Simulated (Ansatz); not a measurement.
**Structure types of Bi at zero pressure (with spin–orbit coupling)**

Structure types of Bi are relaxed in primitive cells with their symmetry kept at 0 GPa, first on PAW files, then by LAPW. The enthalpy is E + pV at zero temperature, without zero-point motion. Only the types listed were tried, and differences under about 5 meV/atom are mesh noise. The real phase may be another.

Computed with Ansatz 0.2.0; functional PBE, with spin–orbit coupling. Settings: Fermi–Dirac smearing of 0.05 eV, no spin polarisation. Methods: LAPW: all electrons, basis error target 0.5 meV/atom; PAW: frozen-core files, cutoff 420 eV.

k meshes: fcc 14×14×14, bcc 15×15×15, hcp 13×13×7, sc 13×13×13, diamond 11×11×11.

Problem. Order the types by LAPW enthalpy, lowest first.
A. fcc
B. bcc
C. sc
D. hcp
E. diamond

Solution. C (0 meV/atom), E (64 meV/atom), B (78 meV/atom), D (86 meV/atom), A (100 meV/atom).

| start type | ends as | a, b, c (Å) | V (Å³/atom) | H − H(lowest), LAPW (meV/atom) | same, PAW |
| --- | --- | --- | --- | --- | --- |
| fcc | fcc, Fm-3m | 5.084, 5.084, 5.084 | 32.86 | 100.2 | 100.2 |
| bcc | bcc, Im-3m | 4.027, 4.027, 4.027 | 32.66 | 78.5 | 78.5 |
| hcp | hcp, P6_3/mmc | 3.546, 3.546, 5.996 | 32.64 | 85.7 | 85.7 |
| sc | sc, Pm-3m | 3.310, 3.310, 3.310 | 36.27 | 0.0 | 0.0 |
| diamond | diamond, Fd-3m | 7.374, 7.374, 7.374 | 50.12 | 64.3 | 64.5 |
